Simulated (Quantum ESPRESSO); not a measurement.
The system is HgSe.

```
CELL_PARAMETERS angstrom
0.00000 3.03900 3.03900
3.03900 0.00000 3.03900
3.03900 3.03900 0.00000
ATOMIC_POSITIONS crystal
Hg 0.00000 0.00000 0.00000
Se 0.75000 0.75000 0.75000
```

Program: Quantum ESPRESSO 7.5. Alike in all runs: task band structure; no spin polarisation; cell as given; k mesh 8 × 8 × 8; cutoff (eV) 1170; smearing fermi-dirac 0.05 eV.

Task: Order these runs on this cell by their pressure, lowest first.
A. level PBEsol; potentials or basis PseudoDojo 0.4.1 SR PBEsol standard
B. level LDA; potentials or basis PseudoDojo 0.4.1 SR LDA standard; form of the LDA correlation PW92
C. level PBE; potentials or basis PseudoDojo 0.4.1 SR PBE standard

Result: B (-0.5 GPa), A (1.4 GPa), C (4.6 GPa).
